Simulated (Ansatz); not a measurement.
# GaAs: the cost of one run

Computed with Ansatz 0.2.0 (DFT PBEsol, frozen-core PAW, scalar-relativistic unless said, unless a step's input says otherwise).

## 1. The system as given

Symmetry: F-43m, No. 216, cubic system. Conventional cell: a = 5.654 Å, b = 5.654 Å, c = 5.654 Å, α = 90.00°, β = 90.00°, γ = 90.00°. Ga (site symmetry -43m) is surrounded by 4 As at 2.45 Å. As (site symmetry -43m) has 4 Ga at 2.45 Å in its first shell of neighbours.

Structure file:

```xyz
2
Lattice="0.0000 2.8268 2.8268 2.8268 0.0000 2.8268 2.8268 2.8268 0.0000" Properties=species:S:1:pos:R:3 pbc="T T T"
Ga    0.0000    0.0000    0.0000
As    4.2403    4.2403    4.2403
```

Cartesian axes are those of the input's lattice vectors. The structure goes back to a database entry.

## 2. Cell and atoms relaxed, PAW

Input file input.yaml:

```yaml
crystal:
  lattice:
    - [0.0, 2.82685, 2.82685]
    - [2.82685, 0.0, 2.82685]
    - [2.82685, 2.82685, 0.0]
  atoms:
    - { symbol: Ga, position: [0.0, 0.0, 0.0] }
    - { symbol: As, position: [0.75, 0.75, 0.75] }
kpoints:
  mp_grid: { grid: [8, 8, 8] }
scf:
  occupations: { method: fermi_dirac, width: 0.08 }
hamiltonian:
  xc: pbesol
  pseudopotentials: { kind: paw }
relax:
  f_tol: 0.002
  max_steps: 80
  cell: {}
output:
  forces: true
  stress: true
```

Launch:

```
$ ansatz run input.yaml --threads 2 --pin off --max-ram 5120MiB --backend cpu --events-out ev --progress --plain --runs-dir out
```

Q: Estimate wall time and peak memory on 2 threads of AMD EPYC 9R45 (Zen 5), shared host.

About 1.1 s, with a peak of 0.41 GiB.
